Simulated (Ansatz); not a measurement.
Input for Ansatz (plane-wave DFT), Hg:

```yaml
crystal:
  lattice:
    - [2.2339762741, -2.0458582601, 0.0]
    - [2.2339762741, 2.0458582601, 0.0]
    - [-0.3487351701, 0.0, 3.0398006871]
  atoms:
    - { symbol: Hg, position: [0.5, 0.5, 0.5] }
basis:
  ecutwfc: 520
kpoints:
  mp_grid: { grid: [2, 4, 3] }
hamiltonian:
  xc: revpbe
scf:
  occupations: { method: fermi_dirac, width: 0.0097 }
  algorithm: direct_min
  max_iter: 54
output:
  forces: true
  stress: true
  eigenvalues: true
accuracy: high
```

Command:

```bash
ansatz run input.yaml --threads 1 --pin off --max-ram 1331MiB --backend cpu --events-out ev --progress --plain --runs-dir out
```

From the log (HF is the Harris–Foulkes energy, dr2 the density residual in eV):

```text
Warning: crystal.symmetry: narrowed to the stabiliser of the k-point mesh — unitary ops 4 → 2; excluded 2 operations that carry a point of the 2×4×3 mesh (shift [0, 0, 0]) off the mesh (the run samples exactly the mesh kpoints.mp_grid names, as under crystal.symmetry.detect: false, and its converged state has the mesh's symmetry, not the crystal's …
Pseudopotential: Hg, paw, valence charge 20, recommended cutoff 420 eV (normal)
Crystal: 1 atom, lattice volume = 27.786 Å³
Basis set: ecut = 520 eV, 769 PW (Γ), exchange–correlation on 54×54×54 points (8 copies of the dense FFT grid, shifted against one another)
Bands: 14, of which v1, the nominal top of the filled ones, is band 10 counted from 1 (9 counted from 0)
Symmetry: 2 space group operations
k-points: 14 of 24
PAW frozen core: Hg, regenerated for the run's functional, and the local potential with it (the file was generated under x = pbe(κ = 0.804, μ = 0.2195), c = pbe(β = 0.0667))
Initial density: superposition of atomic densities, corrected by the library's trained network
SCF iter   1: HF=-13823.224006 eV  Δρ=1.06e-2  dr2=2.88e-2
SCF iter   2: HF=-13823.222534 eV  Δρ=3.98e-3  dr2=3.72e-3
SCF iter   3: HF=-13823.221165 eV  Δρ=3.12e-4  dr2=1.59e-5
eigensolver tolerance schedule: the retry pair's looser diagonalisation over-reported the residual by 0.11 of it (diagonalisation noise at 0.11 of the residual, at the tolerance the schedule requests for it); recorded, not acted on — ethr = c·dr2/N_el stays at c = 1.0e-1
SCF iter   4: F=-13823.221163 eV  HF=-13823.221163 eV  Δρ=1.21e-5  dr2=2.66e-8
SCF iter   5: HF=-13823.221163 eV  Δρ=4.93e-6  dr2=5.54e-9
SCF iter   6: HF=-13823.221163 eV  Δρ=7.00e-7  dr2=1.19e-10
SCF iter   7: F=-13823.221163 eV  HF=-13823.221163 eV  Δρ=5.19e-8  dr2=4.04e-13
SCF 1 converged in 7 iterations: F = -13823.221163 eV  dr2 = 4.04e-13
  Residual-converged pass: ⟨swp⟩=4.0  max |occ|·‖R‖ = 8.3e-9 eV (tolerance 1.0e-8 eV) dr2=2.47e-13  dr2_onsite=5.04e-14  max |Δocc| = 0.0e0
SCF converged after 7 iterations
Stability not checked: this state was not tested for a lower state beside it, because a direct minimisation reached the state, and no test of it is asked (direct_minimisation; see scf.lower_state_search)
Free energy (F): -13823.221163 eV
E sigma→0 (E₀):  -13823.220602 eV
Entropy (-TS):   -0.001121 eV (-1.121 meV/atom)
Fermi energy:    12.035289 eV
--- Forces (eV/Å), atoms counted from 1 ---
  atom   1  Hg     0.00000000     0.00000000     0.00000000
--- Stress (GPa, compression-positive) ---
       18.656300     -17.573115      -0.637556
      -17.573115      17.544237       1.356484
       -0.637556       1.356484     -10.684139
  P = ⅓ Tr σ = 8.5055 GPa (85.055 kbar)
```

The inputs are trials, many of them unsound on purpose. Their numbers show the effect of the settings and aren't properties of the material. Forces of this functional on these PAW sets can be off by 10 %.